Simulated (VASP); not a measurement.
# C (P6_3/mmc) in VASP: a series of runs

Runs on C. Level: LDA. Tasks: single point, relaxation of cell and atoms.

Program: VASP 6.6.1. These are calculated values, not measurements. Logs are shortened: lines on timing, memory, paths and dates and some standing lists are left out, and cuts for length are marked.

## (1) Starting point

It takes space group P6_3/mmc (No. 194, hexagonal). Conventional cell: a = 2.445 Å, b = 2.445 Å, c = 6.650 Å, α = 90.00°, β = 90.00°, γ = 120.00°. Around C (site symmetry -6m2) lie 3 C at 1.41 Å. C (site symmetry -6m2) has 3 C at 1.41 Å as nearest neighbours.

## (2) Single point, LDA

Input file INCAR:

```
ALGO = Normal
EDIFF = 1E-6
ENCUT = 520
GGA = CA
ISIF = 2
ISMEAR = 0
LASPH = True
LCHARG = False
LREAL = False
LWAVE = False
NBANDS = 16
NELM = 100
PREC = Accurate
SIGMA = 0.1
```

Input file KPOINTS:

```
k-points
0
Gamma
  21 21 6
```

Input file POSCAR:

```
C
1.0
    2.4449094565      0.0000000000      0.0000000000
   -1.2224547283      2.1173536993      0.0000000000
    0.0000000000      0.0000000000      6.6497357286
C
4
Direct
    0.0000000000      0.0000000000      0.2500000000
    0.0000000000      0.0000000000      0.7500000000
    0.3333333333      0.6666666667      0.2500000000
    0.6666666667      0.3333333333      0.7500000000
```

Potentials or basis: VASP PAW LDA potentials, release 64 (C).

The run is started by

```
> cat potpaw_LDA.64/C/POTCAR > POTCAR
> mpirun -np 1 vasp_std > vasp.out
```

OUTCAR:

```text
EDIFF = 1E-6
   ENCUT = 520
   GGA = CA
   ISIF = 2
   ISMEAR = 0
   LASPH = True
   LREAL = False
   NELM = 100
   PREC = Accurate

 ion  position               nearest neighbor table
   1  0.000  0.000  0.250-   3 1.41   3 1.41   3 1.41
   2  0.000  0.000  0.750-   4 1.41   4 1.41   4 1.41
   3  0.333  0.667  0.250-   1 1.41   1 1.41   1 1.41
   4  0.667  0.333  0.750-   2 1.41   2 1.41   2 1.41

  LATTYP: Found a hexagonal cell.
 ALAT       =     2.4449094565
 C/A-ratio  =     2.7198290354

  Lattice vectors:

 A1 = (   2.4449094565,   0.0000000000,   0.0000000000)
 A2 = (  -1.2224547283,   2.1173536993,   0.0000000000)
 A3 = (   0.0000000000,   0.0000000000,   6.6497357286)

Analysis of symmetry for initial positions (statically):
=====================================================================
 Subroutine PRICEL returns:
 Original cell was already a primitive cell.

 Routine SETGRP: Setting up the symmetry group for a
 hexagonal supercell.

 Subroutine GETGRP returns: Found 24 space group operations
 (whereof 12 operations were pure point group operations)
 out of a pool of 24 trial point group operations.

The static configuration has the point symmetry D_3d.
 The point group associated with its full space group is D_6h.

Analysis of symmetry for dynamics (positions and initial velocities):
=====================================================================
 Subroutine PRICEL returns:
 Original cell was already a primitive cell.

 Routine SETGRP: Setting up the symmetry group for a
 hexagonal supercell.

 Subroutine GETGRP returns: Found 24 space group operations
 (whereof 12 operations were pure point group operations)
 out of a pool of 24 trial point group operations.

The dynamic configuration has the point symmetry D_3d.
 The point group associated with its full space group is D_6h.

 Subroutine INISYM returns: Found 24 space group operations
 (whereof 12 operations are pure point group operations),
 and found     1 'primitive' translations

----------------------------------------------------------------------------------------

                                     Primitive cell

  volume of cell :      34.4239

  direct lattice vectors                    reciprocal lattice vectors
[... 86 lines left out ...]
   LNONCOLLINEAR =      F non collinear calculations
   LSORBIT =      F    spin-orbit coupling
   LASPH  =      T    aspherical Exc in radial PAW
   ENCUT  =  520.0 eV  38.22 Ry    6.18 a.u.   4.55  4.55 12.36*2*pi/ulx,y,z
   NELM   =    100;   NELMIN=  2; NELMDL= -5     # of ELM steps
   EDIFF  = 0.1E-05   stopping-criterion for ELM
   LREAL  =      F    real-space projection
   EDIFFG = 0.1E-04   stopping-criterion for IOM
   NSW    =      0    number of steps for IOM
   IBRION =     -1    ionic relax: 0-MD 1-quasi-New 2-CG
   NFREE  =      0    steps in history (QN), initial steepest desc. (CG)
   ISIF   =      2    stress and relaxation
   ISYM   =      2    0-nonsym 1-usesym 2-fastsym
   POTIM  = 0.5000    time-step for ionic-motion
   TEBEG  =    0.0;   TEEND  =   0.0 temperature during run
   PSTRESS=    0.0 pullay stress
   NELECT =      16.0000    total number of electrons
   NUPDOWN=      -1.0000    fix difference up-down
   EMIN   =  10.00;   EMAX   =-10.00  energy-range for DOS
   EFERMI =   0.00;   METHOD = LEGACY
   ISMEAR =     0;   SIGMA  =   0.10  broadening in eV -4-tet -1-fermi 0-gaus
   EFERMI_NEDOS =   21; number of points for ismear=-14 and -15
   IALGO  =     38    algorithm
   IMIX   =      4    mixing-type and parameters
     AMIX     =   0.40;   BMIX     =  1.00
     AMIX_MAG =   1.60;   BMIX_MAG =  1.00
  volume/ion in A,a.u.               =       8.61        58.08
  Fermi-wavevector in a.u.,A,eV,Ry     =   1.268123  2.396405 21.880010  1.608135
  Thomas-Fermi vector in A             =   2.401234
   LORBIT       =      0    0 simple, 1 ext, 2 COOP (PROOUT), +10 PAW based schemes
   GGA     = CA    functional components
   LHFCALC =     F    Hartree Fock is set to
   AEXX    =    0.0000 exact exchange contribution
   IVDW    =     0    specifies the selected vdW correction
   LEPSILON=     F    determine dielectric tensor
   LRPA    =     F    only Hartree local field effects (RPA)
 non-spin polarized calculation
 Gauss-broadening in eV      SIGMA  =   0.10
  energy-cutoff  :      520.00
  volume of cell :       34.42
 maximum number of plane-waves:       946
   NGX =  9   NGY =  9   NGZ = 25

 number of electron      15.9999995 magnetization

 Free energy of the ion-electron system (eV)
  ---------------------------------------------------
  ext. energy  EPLUGINS =         0.00000000
  ---------------------------------------------------
  free energy    TOTEN  =       -40.44713666 eV

  energy without entropy =      -40.44655011  energy(sigma->0) =      -40.44684339

 E-fermi :   4.7695     XC(G=0): -10.8625

 val. band max:        4.7663237248   @ k =   0.3333   0.3333   0.5000
 cond. band min:       4.7801050862   @ k =   0.3333   0.3333   0.3333
 fundamental gap:      0.0137813615
 Fermi energy:         4.7694546169

 k-point     1 :       0.0000    0.0000    0.0000
  band No.  band energies     occupation
      1     -14.8544      2.00000
      2     -14.5143      2.00000
      3      -4.0051      2.00000
      4      -1.8685      2.00000
      5       1.7877      2.00000
      6       1.7877      2.00000
[... 433 lines left out ...]
      3      -2.3378      2.00000
      4      -2.2491      2.00000
      5      -2.1493      2.00000
      6      -0.7592      2.00000
[... 8 lines left out ...]
     15      17.0011      0.00000
     16      17.2267      0.00000

 [... further k-points ...]
[... 5 lines left out ...]
  --------------------------------------------------------------------------------------
  -------------------------------------------------------------------------------------
  Total        0.2758304      0.2758304     -0.0296030     -0.0000000     -0.0000000      0.0000000
  in kB       12.8378445     12.8378445     -1.3777984     -0.0000000     -0.0000000      0.0000000
  external PRESSURE =       8.0992968 kB  Pullay stress =       0.0000000 kB

 VOLUME and BASIS-vectors are now :
 -----------------------------------------------------------------------------
  energy-cutoff  :      520.00
  volume of cell :       34.42
      direct lattice vectors                 reciprocal lattice vectors
     2.444909457  0.000000000  0.000000000     0.409013102  0.236143824  0.000000000
    -1.222454728  2.117353699  0.000000000     0.000000000  0.472287649  0.000000000
     0.000000000  0.000000000  6.649735729     0.000000000  0.000000000  0.150381916

 POSITION                                       TOTAL-FORCE (eV/Angst)
 -----------------------------------------------------------------------------------
      0.00000      0.00000      1.66243         0.000000      0.000000     -0.000000
      0.00000      0.00000      4.98730        -0.000000     -0.000000     -0.000000
     -0.00000      1.41157      1.66243         0.000000      0.000000      0.000000
      1.22245      0.70578      4.98730         0.000000     -0.000000     -0.000000
 -----------------------------------------------------------------------------------
    total drift:                                0.000000     -0.000000      0.000000

  FREE ENERGIE OF THE ION-ELECTRON SYSTEM (eV)
  ---------------------------------------------------
  free  energy   TOTEN  =       -40.4471366627 eV

  energy  without entropy=      -40.4465501148  energy(sigma->0) =      -40.44684339
```

It took 32 s on 1 thread of Intel Xeon 6975P-C (Granite Rapids), shared host; peak memory 0.18 GiB.

What came out:

- Free energy: -40.4471 eV
- Pressure: 0.8 GPa
- Band gap on the k mesh: none (metal or under the smearing width)

Stress tensor (GPa, compression positive):
```
 1.28  0.00  0.00
 0.00  1.28  0.00
 0.00  0.00 -0.14
```

Levels at points of the mesh, in eV from the Fermi level:
| k point | band 5 | band 6 | band 7 | band 8 | band 9 | band 10 | band 11 | band 12 |
| --- | --- | --- | --- | --- | --- | --- | --- | --- |
| (0.00, 0.00, 0.00) | -2.98 | -2.98 | -2.96 | -2.96 | 3.88 | 8.45 | 8.45 | 8.51 |
| (0.00, 0.00, 0.50) | -2.97 | -2.97 | -2.97 | -2.97 | 6.62 | 6.62 | 8.48 | 8.48 |

## (3) Relaxation of cell and atoms, LDA

This run uses another cell than the first one, of 10.28 Å³/atom, 1.195 times its volume.

Input file INCAR:

```
SYSTEM = C
  PREC = Accurate
  ENCUT = 600
  EDIFF = 1E-7
  ISMEAR = 0
  SIGMA = 0.1
  LREAL = .False.
  LASPH = .True.
  NELM = 100
  ALGO = Fast
  ISIF = 3
  LWAVE = .False.
  LCHARG = .False.
  GGA = CA
  IBRION = 2
  NSW = 100
  EDIFFG = -0.005
```

Input file KPOINTS:

```
regular mesh
0
Gamma
  21 21 6
  0 0 0
```

Input file POSCAR:

```
C
1.0
    2.4672912616      0.0000000000      0.0000000000
   -1.2336456308      2.1367369111      0.0000000000
    0.0000000000      0.0000000000      7.8030730000
C
4
Direct
    0.0000000000      0.0000000000      0.2500000000
    0.0000000000      0.0000000000      0.7500000000
    0.3333333300      0.6666666700      0.2500000000
    0.6666666700      0.3333333300      0.7500000000
```

Potentials or basis: VASP PAW LDA potentials, release 64 (C).

The run is started by

```
> cat potpaw_LDA.64/C/POTCAR > POTCAR
> mpirun -np 1 vasp_std > vasp.out
```

Run time: 9.2 min. Hardware: 1 thread of Intel Xeon 6975P-C (Granite Rapids), shared host; peak memory 0.23 GiB.

The run converged. Its results:

```
Free energy                            : -40.4779 eV
Relaxed volume                         : 8.52 Å³/atom
Relaxed cell                           : a = 2.446 Å, b = 2.446 Å, c = 6.577 Å, α = 90.00°, β = 90.00°, γ = 120.00°
Space group after relaxing (to 0.05 Å) : P6_3/mmc (No. 194)
Energy gained by relaxing              : 18.9 meV/atom
Ionic steps                            : 21
Pressure after relaxing                : 0.1 GPa
Band gap on the k mesh                 : none (metal or under the smearing width)
```

Step by step:
| step | energy change (eV) | largest force (eV/Å) | pressure (GPa) | volume (Å³) |
| --- | --- | --- | --- | --- |
| 1 | 0.0000 | 0.0000 | -6.59 | 41.14 |
| 2 | 0.0930 | 0.0000 | 15.55 | 38.66 |
| 3 | -0.0206 | 0.0000 | -0.60 | 40.39 |
| 4 | -0.0206 | 0.0000 | -0.47 | 40.37 |
| 5 | -0.0225 | 0.0000 | -0.48 | 40.19 |
| 6 | -0.0284 | 0.0000 | -0.48 | 39.65 |
| 7 | -0.0405 | 0.0000 | -0.48 | 38.56 |
| 8 | -0.0634 | 0.0000 | -0.35 | 36.39 |
| 9 | -0.0577 | 0.0000 | 1.10 | 32.06 |
| 10 | -0.0739 | 0.0000 | -0.10 | 34.91 |
| 11 | -0.0755 | 0.0000 | 0.20 | 33.85 |
| 12 | -0.0757 | 0.0000 | 0.18 | 34.14 |
| 13 | -0.0756 | 0.0000 | 0.04 | 34.33 |
| 14 | -0.0735 | 0.0000 | -2.41 | 34.51 |
| 15 | -0.0756 | 0.0000 | -0.08 | 34.34 |
| 16 | -0.0757 | 0.0000 | 0.12 | 34.22 |
| 17 | -0.0757 | 0.0000 | 0.31 | 34.12 |
| 18 | -0.0757 | 0.0000 | 0.30 | 34.11 |
| 19 | -0.0757 | 0.0000 | 0.26 | 34.11 |
| 20 | -0.0757 | 0.0000 | 0.20 | 34.09 |
| 21 | -0.0757 | 0.0000 | 0.06 | 34.07 |

Final structure:
```cif
data_structure
_symmetry_space_group_name_H-M 'P 1'
_symmetry_Int_Tables_number 1
_cell_length_a 2.4457
_cell_length_b 2.4457
_cell_length_c 6.5768
_cell_angle_alpha 90.000
_cell_angle_beta 90.000
_cell_angle_gamma 120.000
_cell_volume 34.07
loop_
_atom_site_label
_atom_site_type_symbol
_atom_site_fract_x
_atom_site_fract_y
_atom_site_fract_z
_atom_site_occupancy
C1 C 0.00000 0.00000 0.25000 1
C2 C 0.00000 0.00000 0.75000 1
C3 C 0.33333 0.66667 0.25000 1
C4 C 0.66667 0.33333 0.75000 1
```

Levels at points of the mesh, in eV from the Fermi level:
```tsv
k point	band 4	band 5	band 6	band 7	band 8	band 9	band 10	band 11	band 12
(0.00, 0.00, 0.00)	-6.56	-2.98	-2.98	-2.96	-2.96	4.00	8.45	8.45	8.51
(0.00, 0.00, 0.50)	-7.81	-2.97	-2.97	-2.97	-2.97	6.82	6.82	8.48	8.48
```

Caveat: the volume moved by over 15 % at a fixed basis, so the end points are rough.
